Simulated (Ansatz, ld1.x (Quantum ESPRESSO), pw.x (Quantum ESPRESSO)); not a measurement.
## N (Z = 7): one change to the PAW potential, in the atom and in the diamond crystal

```json
{"Element": "nitrogen (N)", "Generator": "ld1.x (Quantum ESPRESSO) 7.5", "Type": "PAW", "Functional": "PBE", "Relativity": "scalar-relativistic", "Frozen core": "[He]", "Valence charge": "5", "Reference configuration": "2s2 2p3", "Partial waves": "2s (bound): rcut 1.00, rcutus 1.05 bohr; 2s channel at -0.95 Ry: rcut 1.00, rcutus 1.05 bohr; 2p (bound): rcut 1.65, rcutus 2.05 bohr; 2p channel at -0.05 Ry: rcut 1.65, rcutus 2.05 bohr; 3d channel at 0.2 Ry: rc 1.85 bohr", "Local potential": "the d channel", "Core correction": "none", "Augmentation charge": "BESSEL, radius 1.00 bohr"}
```

Change: type RRKJ; waves now 2p (bound): rc 2.05 bohr; 3d channel at 0.2 Ry: rc 1.85 bohr; 2s (bound): rc 1.05 bohr; local potential the s channel.

Cutoffs, loose and tight: the cutoffs (Ry, on a coarse ladder) from which the occupation-weighted sum of valence levels, in a spherical-Bessel basis at the reference potential, stays within 10 and 1 mRy of its value at 400 Ry. They do not see the model core or the augmentation charge, which bear on the density cutoff. Test errors are all-electron minus pseudo excitation energies from the reference, over the configurations 2s2 2p2; 2s2 2p1; 2s2 2p0; 2s1 2p3; 2s1 2p0; 2s1 2p4; 2s2 2p3.3; variants that change the core or the reference have their own tests.

Crystal test: diamond N in pw.x 7.5, no spin, 11³ k-points, Fermi–Dirac smearing 0.01 Ry, cutoffs set for each file from its atomic test. The reference is all-electron LAPW (Ansatz 0.2.0) with the same functional, mesh and smearing; V0 and B0 come from Birch–Murnaghan fits to the pressures at five volumes. Errors are pseudo minus all-electron; Δ is the rms difference of the E(V) curves that follow from these fits, minima aligned, over ±6 % about the mean V0. Mesh and smearing are coarse, so the numbers serve the comparison and aren't converged zero-temperature values; the lattice is a test structure that the element need not adopt. Spin polarisation is left out.

All-electron: a0 = 4.185 Å (V0 = 9.16 Å³/atom), B0 = 154.7 GPa.

Does the change bring the crystal closer to the all-electron result?

The mean pressure error goes from +0.47 to +2.67 GPa, so the change moves the solid further from the all-electron pressures. The B0 error goes the other way, from +2.5 to -1.9 %.

```csv
quantity,base,changed
outcome (atom),generated,generated
"cutoff, loose (atom)",15 Ry,50 Ry
"cutoff, tight (atom)",30 Ry,120 Ry
bound ghosts (atom),none,none
largest test error (meV) (atom),+38,+3904 over the solved tests; 1 of 7 tests not solved or not reliable
cutoffs in pw.x (Ry),40/320,145/580
a0 (Å),4.189,4.209
a0 error (%),+0.10,+0.58
B0 error (%),+2.5,-1.9
Δ (meV/atom),1.0,5.3
mean pressure error (GPa),+0.47,+2.67
```

Base: The largest radius (2.05 bohr) exceeds half the bond length (1.72 bohr), so the spheres overlap, which is one possible source of error among others. Changed file: The largest radius (2.05 bohr) exceeds half the bond length (1.72 bohr), so the spheres overlap, which is one possible source of error among others. This is a poor potential for the solid. Atomic configuration tests: 1 of 7 tests not solved or not reliable. The atomic cutoffs weigh occupied waves only.
